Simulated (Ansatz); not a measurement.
# Energy landscape near a In structure

These are results of Ansatz, DFT PBE, scalar-relativistic, plane waves, PAW, not measurements.

Cutoff 420 eV; k points 15×15×15 on the computed 3-atom cell (Γ-centred); Gaussian smearing, width 0.10 eV; no spin polarisation.

Reference cell:

```xyz
3
Lattice="1.6696 0.9640 8.2075 -1.6696 0.9640 8.2075 0.0000 -1.9279 8.2075" Properties=species:S:1:pos:R:3 pbc="T T T"
In    0.0000    0.0000    0.0000
In    0.0000    0.0000   19.1565
In    0.0000    0.0000    5.4659
```

Each variant moves atoms of this cell by the vectors given, if any (Å), and then applies a symmetric strain (tensor components, Cartesian axes). The reference cell isn't relaxed at this level. Energies are per atom at zero smearing, counted from the lowest variant. Pressure is positive in compression.

1. strain (xx yy zz yz xz xy, %) -2.75 -2.75 0.25 0.00 0.00 0.00; moves: In1 (0.000, 0.000, -0.099); In2 (0.000, 0.000, -0.245); In3 (0.000, 0.000, 0.343)
2. strain (xx yy zz yz xz xy, %) -4.52 -4.52 -1.52 0.00 0.00 0.00; moves: In2 (0.000, 0.000, 0.122); In3 (0.000, 0.000, -0.122)
3. strain (xx yy zz yz xz xy, %) 1.50 1.50 3.00 0.00 0.00 0.00; moves: In2 (0.000, 0.000, -0.073); In3 (0.000, 0.000, 0.073)

| result | ΔE (meV/atom) | P (GPa) | largest force (eV/Å) |
| --- | --- | --- | --- |
| A | 150.3 | 7.19 | 1.64 |
| B | 0.0 | -0.51 | 0.19 |
| C | 107.1 | 8.59 | 0.85 |

Problem. Which variant gave which result?

Solution. A is 1, B is 3, C is 2. The pressure falls as the cell grows: from the smallest volume to the largest the variants are 2, 1, 3.

This form isn't the element's structure at ambient conditions.